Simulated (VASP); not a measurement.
A run of VASP 6.6.1 is set up as follows.

INCAR

```
SYSTEM = IrO2
ALGO = Normal
EDIFF = 1E-6
ENCUT = 520
GGA = PE
GGA_COMPAT = .FALSE.
ISIF = 2
ISMEAR = 1
KPAR = 4
LASPH = .TRUE.
LCHARG = .FALSE.
LMAXMIX = 4
LORBIT = 11
LREAL = .FALSE.
LSORBIT = .TRUE.
LWAVE = .FALSE.
MAGMOM = 0 0 0 0 0 0 0 0 0 0 0 0 0 0 0 0 0 0
NELM = 80
PREC = Accurate
SIGMA = 0.1
```

The input KPOINTS:

```
k-points
0
G
  8 8 12
  0 0 0
```

Contents of POSCAR:

```
IrO2                                    
1.0
    4.4837704648      0.0000000000      0.0000000000
   -0.0000000000      4.4837704648      0.0000000000
    0.0000000000      0.0000000000      3.1637946960
  Ir              O             
     2     4
Direct
     0.0000000000000000    0.0000000000000000    0.0000000000000000
     0.5000000000000000    0.5000000000000000    0.5000000000000000
     0.3088508816894303    0.3088508816894303    0.0000000000000000
     0.1911491183105698    0.8088508816894302    0.5000000000000000
     0.6911491183105698    0.6911491183105698    0.0000000000000000
     0.8088508816894302    0.1911491183105698    0.5000000000000000
```

Contents of KPOINTS_OPT:

```
explicit points
168
Reciprocal
 0.0000000000  0.0000000000  0.0000000000 1
 0.0000000000  0.0555555556  0.0000000000 1
 0.0000000000  0.1111111111  0.0000000000 1
 0.0000000000  0.1666666667  0.0000000000 1
 0.0000000000  0.2222222222  0.0000000000 1
 0.0000000000  0.2777777778  0.0000000000 1
[... 160 lines left out ...]
 0.0000000000  0.0000000000  0.5175947400 1
 0.0000000000  0.0000000000  0.4824052600 1
```

Potentials or basis: VASP PAW PBE potentials, release 64 (Ir, O).

Command:

```bash
$ cat potpaw_PBE.64/Ir/POTCAR potpaw_PBE.64/O/POTCAR > POTCAR
$ mpirun -np 4 vasp_ncl > vasp.out
```

(1) Estimate the pressure.

(2) Estimate the largest force.

## Answers

(1) 11.2 GPa.

(2) 0.102 eV/Å.
